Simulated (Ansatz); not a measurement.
Write the native input for Ansatz 0.2.0 that does the following.

| Quantity | Value |
| --- | --- |
| Task | single point |
| Functional | PBE |
| Potentials or basis | Ansatz PAW |
| Cutoff | 420 eV (not typed: the program's choice for these potentials) |
| k mesh | 10 × 10 × 10 |
| Occupations | gaussian, width 0.02 eV |
| Spin | no spin polarisation |

Crystal: TiC.

```
Ti C
1.0
     3.04209    0.00000    0.00000
    -1.52104    2.63452    0.00000
     0.00000    0.00000    2.69797
Ti C
1 1
Direct
  0.00000 0.00000 0.50000
  0.33333 0.66667 0.00000
```

The cell was built by a generator and needn't be a form met in nature.

One way to write it, as run:

input.yaml

```yaml
crystal:
  lattice:
    - [3.04209, 0.0, 0.0]
    - [-1.52104, 2.63452, 0.0]
    - [0.0, 0.0, 2.69797]
  atoms:
    - { symbol: Ti, position: [0.0, 0.0, 0.5] }
    - { symbol: C, position: [0.33333, 0.66667, 0.0] }
hamiltonian:
  xc: pbe
  pseudopotentials: { kind: paw }
kpoints:
  mp_grid: { grid: [10, 10, 10] }
scf:
  occupations: { method: gaussian, width: 0.02 }
output:
  forces: true
  stress: true
  eigenvalues: true
  write_density: true
  write_potential: true
  elf: true
  volumetric_format: npy
```

Potentials or basis: Ansatz PAW.

Run with:

```sh
$ ansatz run input.yaml --threads 2 --pin off --max-ram 5632MiB --backend cpu --events-out ev --progress --plain --runs-dir out
```

It gave:

- Pressure: 0.1 GPa
- Band gap on the k mesh: none (metal or under the smearing width)

Run time: 1.1 s on 2 threads of Intel(R) Xeon(R) Platinum 8488C (Sapphire Rapids) (shared host), peak memory 0.35 GiB.
